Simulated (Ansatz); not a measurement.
Quadrupolar parameters in GaS at a changed volume

The cell is a structure deposited in the COD, relaxed with PBE at fixed cell and then changed (volume scaled by 0.96, ions relaxed).

```cif
data_GaS
_symmetry_space_group_name_H-M 'P6_3/mmc'
_symmetry_Int_Tables_number 194
_cell_length_a 3.5365
_cell_length_b 3.5365
_cell_length_c 15.2905
_cell_angle_alpha 90.000
_cell_angle_beta 90.000
_cell_angle_gamma 120.000
loop_
_atom_site_label
_atom_site_type_symbol
_atom_site_symmetry_multiplicity
_atom_site_Wyckoff_symbol
_atom_site_fract_x
_atom_site_fract_y
_atom_site_fract_z
Ga Ga 4 f 0.3333 0.6667 0.1703
S S 4 f 0.3333 0.6667 0.5978
```

One atom of each set is listed.

All values are calculated (Ansatz; DFT, PBE, plane waves and PAW, scalar-relativistic, 420 eV cutoff, Γ-centred 14×14×3 k-points, Fermi–Dirac smearing 0.02 eV), not measured.

V_zz is the principal component of the electric field gradient with the largest magnitude, η = (V_xx − V_yy)/V_zz and C_Q = eQV_zz/h. ν_Q = 3|C_Q|/[2I(2I − 1)].

⁶⁹Ga: I = 3/2, Q = 171.0 mb; ³³S: I = 3/2, Q = -69.40 mb. Q values from Pyykkö, Mol. Phys. 116, 1328 (2018).

Question: Give the quadrupolar parameters of the distinct sites.

Answer: 

```tsv
site	atoms	first shell	C_Q (MHz)	η	ν_Q (MHz)
Ga	4	3 S at 2.32 Å; also 1 Ga at 2.44 Å	-32.8	0.00	16.4
S	4	3 Ga at 2.32 Å	7.93	0.00	3.96
```

An axis of threefold or higher order runs through Ga and S, so V_zz lies along it and η is zero.

The relaxation (3 steps) took 40 s of wall time (39 s of CPU time) and 0.66 GiB at its peak, on 1 thread of Intel Xeon 6975P-C (Granite Rapids) (x86_64; 16 cores open to the job, memory cap 3.0 GiB, no GPU), a shared host with a load of 0.7 a core.
